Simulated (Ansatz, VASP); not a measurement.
One calculation of TaN, two programs

```xyz
2
Lattice="0.0000 2.1743 2.1743 2.1743 0.0000 2.1743 2.1743 2.1743 0.0000" Properties=species:S:1:pos:R:3 pbc="T T T"
Ta    2.1743    2.1743    2.1743
N     0.0000    0.0000    0.0000
```

Alike in both runs: functional LDA; k mesh 16 × 16 × 16; occupations gaussian, width 0.1 eV; no spin polarisation.

Ansatz relaxed the structure, and its values are those at the end. VASP's run is a single point on that final structure, the one shown.

```csv
,VASP,Ansatz
version,VASP 6.6.1,Ansatz 0.2.0
potentials or method,"VASP PAW LDA potentials, release 64 (Ta_pv, N)","scalar-relativistic, plane waves, PAW"
plane-wave cutoff (eV),520,520
valence electrons in the cell,16,18
```

VASP gave:

| Item | Value |
| --- | --- |
| gap on the k mesh at the Fermi level (eV) | none |
| pressure (GPa) | 2.0 |

Task: What did Ansatz give for the same quantities?

Result: gap on the k mesh at the Fermi level (eV): none; pressure (GPa): 0.0.

A gap of «none» marks a metal or a gap that the smearing closes. The two sets of potentials don't hold the same shells in valence.

The runs have no spin-orbit coupling, so splittings on Ta are missing.
